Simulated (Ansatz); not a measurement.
```yaml
crystal:
  periodic: [false, false, false]
  atoms:
    - {symbol: C, position_ang: [-0.869278, 1.142572, -0.176236]}
    - {symbol: C, position_ang: [-0.188295, 0.096075, 0.685931]}
    - {symbol: C, position_ang: [1.036067, -0.531750, 0.040656]}
    - {symbol: S, position_ang: [0.707649, -1.476073, -1.473350]}
    - {symbol: H, position_ang: [-1.194756, 0.713849, -1.126077]}
    - {symbol: H, position_ang: [-1.744100, 1.558959, 0.327303]}
    - {symbol: H, position_ang: [-0.188185, 1.969013, -0.399293]}
    - {symbol: H, position_ang: [-0.899399, -0.695047, 0.947451]}
    - {symbol: H, position_ang: [0.129073, 0.546454, 1.634057]}
    - {symbol: H, position_ang: [1.565838, -1.175168, 0.745090]}
    - {symbol: H, position_ang: [1.740371, 0.243475, -0.275221]}
    - {symbol: H, position_ang: [-0.017986, -2.447558, -0.896111]}
basis:
  gaussian: {orbitals: def2-TZVP}
hamiltonian: {xc: {name: PBEsol}, dispersion: d3bj}
```

```sh
$ ansatz run in.yaml --threads 4 --pin off --events-out ev --progress --plain --max-ram 10444MiB
```

Output, abridged:

```
Functional definition: PBEsol
1153 factors; their error is unknown
mean field evaluation 1: about -14022.7409 eV, gradient 7.8e1 eV
mean field evaluation 2: about -13987.4526 eV, gradient 1.3e2 eV
mean field evaluation 4: about -14037.2297 eV, gradient 1.1e1 eV
mean field evaluation 8: about -14037.5059 eV, gradient 2.2e-1 eV
mean field evaluation 16: about -14037.4672 eV, gradient 7.8e-4 eV
mean field -14037.46719845 eV, -515.8674046060 hartree, gradient 6.2e-5 eV, S^2 0.000000; 0 other end points of the search recorded, 0 dependent functions left out
reference -14037.46723943 eV, -515.8674061121 hartree; 21, 21 occupied and 157, 157 virtual orbitals, 1153 factors
Total energy: -14037.55965114 eV, -515.8708021797 hartree
```

Run time 1.3 s (4 threads of an Arm Neoverse V1 on a shared host); peak host memory 0.46 GiB.
